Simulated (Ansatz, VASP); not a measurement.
## One calculation of Si, two programs

```xyz
1
Lattice="-1.6377 1.6377 1.3291 1.6377 -1.6377 1.3291 1.6377 1.6377 -1.3291" Properties=species:S:1:pos:R:3 pbc="T T T"
Si    0.0000    0.0000    0.0000
```

Change from the starting cell: volume scaled by 1.02.

Alike in both runs: task single point; functional PBE; k mesh 13 × 13 × 13; occupations fermi-dirac, width 0.05 eV; no spin polarisation.

```csv
,VASP,Ansatz
version,VASP 6.6.1,Ansatz 0.2.0
potentials or method,"VASP PAW PBE potentials, release 64 (Si)",Ansatz PAW
plane-wave cutoff (eV),520,420
valence electrons in the cell,4,4
```

Ansatz gave:

```
gap on the k mesh at the Fermi level (eV)       : none
pressure (GPa)                                  : 1.5
largest component of the traceless stress (GPa) : 1.86
```

Question: Estimate VASP's values.

Answer: gap on the k mesh at the Fermi level (eV): none; pressure (GPa): 1.5; largest component of the traceless stress (GPa): 1.88.

A gap of «none» marks a metal or a gap that the smearing closes.
